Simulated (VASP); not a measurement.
# Li (Fm-3m) in VASP: further runs

One crystal, Li, is run at these levels: r2SCAN; tasks: single point.

Everything below comes from runs of VASP 6.6.1. Logs are shortened: lines on timing, memory, paths and dates and some standing lists are left out, and cuts for length are marked.

**1. The crystal as given**

Symmetry: Fm-3m, No. 225, cubic system. The conventional cell has a = 4.404 Å, b = 4.404 Å, c = 4.404 Å, α = 90.00°, β = 90.00°, γ = 90.00°. Li (site symmetry m-3m) has 12 Li at 3.11 Å as nearest neighbours.

This isn't the form of Li at room conditions, which is bcc.

**2. Single point, r2SCAN**

POSCAR reads:

```
Li
1.0
    0.0000000000      2.2020000000      2.2020000000
    2.2020000000      0.0000000000      2.2020000000
    2.2020000000      2.2020000000      0.0000000000
Li
1
Direct
    0.0000000000      0.0000000000      0.0000000000
```

INCAR.step1 reads:

```
SYSTEM = Li
PREC     = Accurate       ! precision mode
ENCUT    = 520            ! plane-wave cutoff, eV
ISMEAR   = -1             ! smearing method
SIGMA    = 0.15           ! smearing width, eV
LREAL    = .False.        ! projectors in reciprocal space
LASPH    = .True.         ! aspherical terms in the spheres
NELM     = 100            ! most SCF steps
NBANDS   = 8              ! bands
GGA      = PE             ! functional
ALGO     = Normal         ! electronic algorithm
EDIFF    = 1E-4           ! SCF threshold, eV
LWAVE    = .True.         ! write WAVECAR
LCHARG   = .False.        ! write CHGCAR
```

INCAR.step2 reads:

```
SYSTEM = Li
PREC     = Accurate       ! precision mode
ENCUT    = 520            ! plane-wave cutoff, eV
EDIFF    = 1E-7           ! SCF threshold, eV
ISMEAR   = -1             ! smearing method
SIGMA    = 0.15           ! smearing width, eV
LREAL    = .False.        ! projectors in reciprocal space
LASPH    = .True.         ! aspherical terms in the spheres
NELM     = 100            ! most SCF steps
ALGO     = Normal         ! electronic algorithm
ISIF     = 2              ! what is computed and relaxed
LWAVE    = .False.        ! write WAVECAR
LCHARG   = .False.        ! write CHGCAR
METAGGA  = R2SCAN         ! meta-GGA
LMIXTAU  = .True.       
NBANDS   = 8              ! bands
ISTART   = 1
```

KPOINTS reads:

```
regular mesh
0
Gamma
  9 9 9
  0 0 0
```

Potentials or basis: VASP PAW PBE potentials, release 64 (Li_sv).

Started as:

```
$ cat potpaw_PBE.64/Li_sv/POTCAR > POTCAR
$ cp INCAR.step1 INCAR
$ mpirun -np 1 vasp_std > vasp.out
$ cp INCAR.step2 INCAR
$ mpirun -np 1 vasp_std > vasp.out
```

OUTCAR:

```text
SYSTEM = Li
   PREC = Accurate
   ENCUT = 520
   EDIFF = 1E-7
   ISMEAR = -1
   LREAL = .False.
   LASPH = .True.
   NELM = 100
   ISIF = 2
   METAGGA = R2SCAN
   ISTART = 1

 ion  position               nearest neighbor table
   1  0.000  0.000  0.000-

  LATTYP: Found a face centered cubic cell.
 ALAT       =     4.4040000000

  Lattice vectors:

 A1 = (   0.0000000000,   2.2020000000,   2.2020000000)
 A2 = (   2.2020000000,   0.0000000000,   2.2020000000)
 A3 = (   2.2020000000,   2.2020000000,   0.0000000000)

Analysis of symmetry for initial positions (statically):
=====================================================================
 Subroutine PRICEL returns:
 Original cell was already a primitive cell.

 Routine SETGRP: Setting up the symmetry group for a
 face centered cubic supercell.

 Subroutine GETGRP returns: Found 48 space group operations
 (whereof 48 operations were pure point group operations)
 out of a pool of 48 trial point group operations.

The static configuration has the point symmetry O_h .

Analysis of symmetry for dynamics (positions and initial velocities):
=====================================================================
 Subroutine PRICEL returns:
 Original cell was already a primitive cell.

 Routine SETGRP: Setting up the symmetry group for a
 face centered cubic supercell.

 Subroutine GETGRP returns: Found 48 space group operations
 (whereof 48 operations were pure point group operations)
 out of a pool of 48 trial point group operations.

The dynamic configuration has the point symmetry O_h .

 Subroutine INISYM returns: Found 48 space group operations
 (whereof 48 operations are pure point group operations),
 and found     1 'primitive' translations

----------------------------------------------------------------------------------------

                                     Primitive cell

  volume of cell :      21.3541

  direct lattice vectors                    reciprocal lattice vectors
     0.000000000  2.202000000  2.202000000    -0.227066303  0.227066303  0.227066303
     2.202000000  0.000000000  2.202000000     0.227066303 -0.227066303  0.227066303
     2.202000000  2.202000000  0.000000000     0.227066303  0.227066303 -0.227066303

  length of vectors
     3.114098264  3.114098264  3.114098264     0.393290374  0.393290374  0.393290374

  position of ions in fractional coordinates (direct lattice)
     0.000000000  0.000000000  0.000000000

  ion indices of the primitive-cell ions
   primitive index   ion index
                 1           1

----------------------------------------------------------------------------------------

 KPOINTS: regular mesh

Automatic generation of k-mesh.
 Grid dimensions read from file:
 generate k-points for:    9    9    9

 Generating k-lattice:

  Cartesian coordinates                     Fractional coordinates (reciprocal lattice)
    -0.025229589  0.025229589  0.025229589     0.111111111  0.000000000  0.000000000
     0.025229589 -0.025229589  0.025229589     0.000000000  0.111111111  0.000000000
     0.025229589  0.025229589 -0.025229589     0.000000000  0.000000000  0.111111111

  Length of vectors
     0.043698930  0.043698930  0.043698930

  Shift w.r.t. Gamma in fractional coordinates (k-lattice)
     0.000000000  0.000000000  0.000000000

 Subroutine IBZKPT returns following result:
 ===========================================

 Found     35 irreducible k-points:

 Following reciprocal coordinates:
            Coordinates               Weight
  0.000000  0.000000  0.000000      1.000000
  0.111111  0.000000  0.000000      8.000000
  0.222222  0.000000  0.000000      8.000000
  0.333333  0.000000  0.000000      8.000000
  0.444444  0.000000  0.000000      8.000000
  0.111111  0.111111  0.000000      6.000000
[... 16 lines left out ...]
 -0.333333  0.333333  0.000000     12.000000
  0.444444  0.444444  0.000000      6.000000
 [... further k-points ...]
   k-points           NKPTS =     35   k-points in BZ     NKDIM =     35   number of bands    NBANDS=      8
   number of dos      NEDOS =    301   number of ions     NIONS =      1
   total plane-waves  NPLWV =  13824
   dimension x,y,z NGX =    24 NGY =   24 NGZ =   24
   dimension x,y,z NGXF=    48 NGYF=   48 NGZF=   48
   ions per type =               1
   NGX,Y,Z   is equivalent  to a cutoff of  12.81, 12.81, 12.81 a.u.
   NGXF,Y,Z  is equivalent  to a cutoff of  25.62, 25.62, 25.62 a.u.
 SYSTEM =  Li
   PREC   = accura    normal or accurate (medium, high low for compatibility)
   ISTART =      1    job   : 0-new  1-cont  2-samecut
   ICHARG =      0    charge: 1-file 2-atom 10-const
   ISPIN  =      1    spin polarized calculation?
   LNONCOLLINEAR =      F non collinear calculations
   LSORBIT =      F    spin-orbit coupling
   LASPH  =      T    aspherical Exc in radial PAW
   ENCUT  =  520.0 eV  38.22 Ry    6.18 a.u.   5.79  5.79  5.79*2*pi/ulx,y,z
   NELM   =    100;   NELMIN=  2; NELMDL=  0     # of ELM steps
   EDIFF  = 0.1E-06   stopping-criterion for ELM
   LREAL  =      F    real-space projection
   EDIFFG = 0.1E-05   stopping-criterion for IOM
   NSW    =      0    number of steps for IOM
   IBRION =     -1    ionic relax: 0-MD 1-quasi-New 2-CG
   NFREE  =      0    steps in history (QN), initial steepest desc. (CG)
   ISIF   =      2    stress and relaxation
   ISYM   =      2    0-nonsym 1-usesym 2-fastsym
   POTIM  = 0.5000    time-step for ionic-motion
   TEBEG  =    0.0;   TEEND  =   0.0 temperature during run
   PSTRESS=    0.0 pullay stress
   NELECT =       3.0000    total number of electrons
   NUPDOWN=      -1.0000    fix difference up-down
   EMIN   =  10.00;   EMAX   =-10.00  energy-range for DOS
   EFERMI =   0.00;   METHOD = LEGACY
   ISMEAR =    -1;   SIGMA  =   0.15  broadening in eV -4-tet -1-fermi 0-gaus
   EFERMI_NEDOS =   21; number of points for ismear=-14 and -15
   IALGO  =     38    algorithm
   IMIX   =      4    mixing-type and parameters
     AMIX     =   0.40;   BMIX     =  1.00
     AMIX_MAG =   1.60;   BMIX_MAG =  1.00
  volume/ion in A,a.u.               =      21.35       144.10
  Fermi-wavevector in a.u.,A,eV,Ry     =   0.851049  1.608250  9.854489  0.724285
  Thomas-Fermi vector in A             =   1.967122
   LORBIT       =      0    0 simple, 1 ext, 2 COOP (PROOUT), +10 PAW based schemes
   METAGGA = R2SCAN    functional components
   LHFCALC =     F    Hartree Fock is set to
   AEXX    =    0.0000 exact exchange contribution
   IVDW    =     0    specifies the selected vdW correction
   LEPSILON=     F    determine dielectric tensor
   LRPA    =     F    only Hartree local field effects (RPA)
 non-spin polarized calculation
  energy-cutoff  :      520.00
  volume of cell :       21.35
 maximum number of plane-waves:       589
   NGX = 11   NGY = 11   NGZ = 11

 number of electron       3.0000005 magnetization

 Free energy of the ion-electron system (eV)
  ---------------------------------------------------
  ext. energy  EPLUGINS =         0.00000000
  ---------------------------------------------------
  free energy    TOTEN  =        -2.40150333 eV

  energy without entropy =       -2.36816953  energy(sigma->0) =       -2.38483643

 E-fermi :   0.5772     XC(G=0):  -7.3120

 val. band max:        0.1828822641   @ k =   0.4444   0.0000   0.0000
 cond. band min:       0.6909454497   @ k =  -0.3333   0.2222   0.0000
 fundamental gap:      0.5080631856
 Fermi energy:         0.5772159597

 k-point     1 :       0.0000    0.0000    0.0000
  band No.  band energies     occupation
      1     -47.7267      2.00000
      2      -3.2600      2.00000
      3      15.9705      0.00000
      4      15.9705      0.00000
      5      15.9724      0.00000
      6      19.2433      0.00000
      7      19.2433      0.00000
      8      19.2436      0.00000

 k-point     2 :       0.1111    0.0000    0.0000
  band No.  band energies     occupation
      1     -47.7249      2.00000
      2      -3.0258      2.00000
      3      13.4792      0.00000
      4      15.4245      0.00000
      5      15.4260      0.00000
      6      18.7231      0.00000
      7      20.1699      0.00000
      8      20.1704      0.00000

 k-point     3 :       0.2222    0.0000    0.0000
  band No.  band energies     occupation
      1     -47.7203      2.00000
      2      -2.3241      2.00000
      3       9.7615      0.00000
      4      14.6703      0.00000
      5      14.6717      0.00000
      6      19.1366      0.00000
      7      20.2628      0.00000
      8      20.2633      0.00000

 k-point     4 :       0.3333    0.0000    0.0000
  band No.  band energies     occupation
      1     -47.7152      2.00000
      2      -1.1802      1.99998
      3       6.4655      0.00000
      4      14.2308      0.00000
      5      14.2321      0.00000
      6      18.6750      0.00000
      7      18.6752      0.00000
      8      18.9263      0.00000

 k-point     5 :       0.4444    0.0000    0.0000
  band No.  band energies     occupation
      1     -47.7118      2.00000
      2       0.1829      1.86540
      3       4.0056      0.00000
      4      14.0922      0.00000
      5      14.0936      0.00000
      6      17.6881      0.00000
      7      17.6881      0.00000
      8      18.4573      0.00000
[... 177 lines left out ...]
 k-point    22 :      -0.4444    0.3333    0.0000
  band No.  band energies     occupation
      1     -47.7071      2.00000
      2       2.2356      0.00003
      3       4.7180      0.00000
      4       7.5883      0.00000
      5      10.3686      0.00000
      6      14.8412      0.00000
      7      19.0530      0.00000
      8      26.0071      0.00000

 k-point    23 :      -0.3333    0.3333    0.0000
  band No.  band energies     occupation
      1     -47.7075      2.00000
      2       2.3495      0.00001
      3       3.9722      0.00000
      4       7.6083      0.00000
      5      11.2229      0.00000
      6      15.4910      0.00000
      7      22.3714      0.00000
      8      24.4071      0.00000

 k-point    24 :       0.4444    0.4444    0.0000
  band No.  band energies     occupation
      1     -47.7070      2.00000
      2       1.5893      0.00234
      3       6.1244      0.00000
      4       9.5976      0.00000
      5       9.5982      0.00000
      6      11.5032      0.00000
      7      16.7108      0.00000
      8      31.3261      0.00000

 [... further k-points ...]
[... 5 lines left out ...]
  --------------------------------------------------------------------------------------
  -------------------------------------------------------------------------------------
  Total       -0.0638178     -0.0638178     -0.0638178     -0.0000000      0.0000000     -0.0000000
  in kB       -4.7881776     -4.7881776     -4.7881776     -0.0000000      0.0000000     -0.0000000
  external PRESSURE =      -4.7881776 kB  Pullay stress =       0.0000000 kB

 VOLUME and BASIS-vectors are now :
 -----------------------------------------------------------------------------
  energy-cutoff  :      520.00
  volume of cell :       21.35
      direct lattice vectors                 reciprocal lattice vectors
     0.000000000  2.202000000  2.202000000    -0.227066303  0.227066303  0.227066303
     2.202000000  0.000000000  2.202000000     0.227066303 -0.227066303  0.227066303
     2.202000000  2.202000000  0.000000000     0.227066303  0.227066303 -0.227066303

 POSITION                                       TOTAL-FORCE (eV/Angst)
 -----------------------------------------------------------------------------------
      0.00000      0.00000      0.00000         0.000000      0.000000      0.000000
 -----------------------------------------------------------------------------------
    total drift:                               -0.000000      0.000000     -0.000000

  FREE ENERGIE OF THE ION-ELECTRON SYSTEM (eV)
  ---------------------------------------------------
  free  energy   TOTEN  =        -2.4015033280 eV

  energy  without entropy=       -2.3681695346  energy(sigma->0) =       -2.38483643
```

Wall time 37 s (1 thread of Intel Xeon Platinum 8488C (Sapphire Rapids), shared host); peak memory 0.13 GiB.

What came out:

- Free energy: -2.4015 eV
- Band gap on the k mesh: none (metal or under the smearing width)

Caveat: the cutoff is under 1.25 times the usual one of these potentials, so pressure, stress and relaxed cells hold a basis-set (Pulay) error; the PAW data sets were made with another functional, which shifts forces and pressure a little.

**3. Single point, r2SCAN**

This run uses another cell than the first one, of 21.92 Å³/atom, 1.027 times its volume.

POSCAR reads:

```
Li
1.0
    0.0000000000      2.2214018808      2.2214018808
    2.2214018808      0.0000000000      2.2214018808
    2.2214018808      2.2214018808      0.0000000000
Li
1
Direct
    0.0000000000      0.0000000000      0.0000000000
```

INCAR.step1 reads:

```
PREC = Accurate ; ENCUT = 520
ISMEAR = -1 ; SIGMA = 0.15
LREAL = False ; LASPH = True
NELM = 100 ; NBANDS = 8
GGA = PE ; ALGO = Normal
EDIFF = 1E-4 ; LWAVE = True
LCHARG = False
```

INCAR.step2 reads:

```
PREC = Accurate ; ENCUT = 520
EDIFF = 1E-6 ; ISMEAR = -1
SIGMA = 0.15 ; LREAL = False
LASPH = True ; NELM = 100
ALGO = Normal ; ISIF = 2
LWAVE = False ; LCHARG = False
METAGGA = R2SCAN ; LMIXTAU = True
NBANDS = 8 ; ISTART = 1
```

KPOINTS reads:

```
Automatic mesh
0
Gamma
  9 9 9
```

Potentials or basis: VASP PAW PBE potentials, release 64 (Li_sv).

Started as:

```
$ cat potpaw_PBE.64/Li_sv/POTCAR > POTCAR
$ cp INCAR.step1 INCAR
$ mpirun -np 1 vasp_std > vasp.out
$ cp INCAR.step2 INCAR
$ mpirun -np 1 vasp_std > vasp.out
```

Run time: 21 s. Hardware: 1 thread of Intel Xeon Platinum 8488C (Sapphire Rapids), shared host; peak memory 0.13 GiB.

Results (log left out):

| Quantity | Value |
| --- | --- |
| Free energy | -2.4004 eV |
| Band gap on the k mesh | none (metal or under the smearing width) |

Levels at points of the mesh, in eV from the Fermi level:
```
           k point  band 1  band 2  band 3  band 4  band 5
(0.00, 0.00, 0.00)  -48.36   -3.79   15.12   15.12   15.12
```

Caveat: the cutoff is under 1.25 times the usual one of these potentials, so pressure, stress and relaxed cells hold a basis-set (Pulay) error; the PAW data sets were made with another functional, which shifts forces and pressure a little.

**4. Single point, r2SCAN**

This run uses another cell than the first one, of 22.49 Å³/atom, 1.053 times its volume.

POSCAR reads:

```
Li
1.0
    0.0000000000      2.2404706408      2.2404706408
    2.2404706408      0.0000000000      2.2404706408
    2.2404706408      2.2404706408      0.0000000000
Li
1
Direct
    0.0000000000      0.0000000000      0.0000000000
```

INCAR.step1 reads:

```
SYSTEM = Li
PREC = Accurate ; ENCUT = 520
ISMEAR = -1 ; SIGMA = 0.15
LREAL = .FALSE. ; LASPH = .TRUE.
NELM = 100 ; NBANDS = 8
GGA = PE ; ALGO = Normal
EDIFF = 1E-4 ; LWAVE = .TRUE.
LCHARG = .FALSE.
```

INCAR.step2 reads:

```
SYSTEM = Li
PREC = Accurate ; ENCUT = 520
EDIFF = 1E-6 ; ISMEAR = -1
SIGMA = 0.15 ; LREAL = .FALSE.
LASPH = .TRUE. ; NELM = 100
ALGO = Normal ; ISIF = 2
LWAVE = .FALSE. ; LCHARG = .FALSE.
METAGGA = R2SCAN ; LMIXTAU = .TRUE.
NBANDS = 8 ; ISTART = 1
```

KPOINTS reads:

```
Automatic mesh
0
G
  9 9 9
  0 0 0
```

Started as:

```
$ cat potpaw_PBE.64/Li_sv/POTCAR > POTCAR
$ cp INCAR.step1 INCAR
$ mpirun -np 1 vasp_std > vasp.out
$ cp INCAR.step2 INCAR
$ mpirun -np 1 vasp_std > vasp.out
```

Run time: 19 s. Hardware: 1 thread of Intel Xeon Platinum 8488C (Sapphire Rapids), shared host; peak memory 0.13 GiB.

It converged, with:

- Free energy: -2.3980 eV
- Band gap on the k mesh: none (metal or under the smearing width)

Levels at points of the mesh, in eV from the Fermi level:
```tsv
k point	band 1	band 2	band 3	band 4	band 5	band 6	band 7
(0.00, 0.00, 0.00)	-48.42	-3.75	14.86	14.86	14.87	18.07	18.07
```

Caveat: the cutoff is under 1.25 times the usual one of these potentials, so pressure, stress and relaxed cells hold a basis-set (Pulay) error; the PAW data sets were made with another functional, which shifts forces and pressure a little.

(Continued in part 2 of 2.)
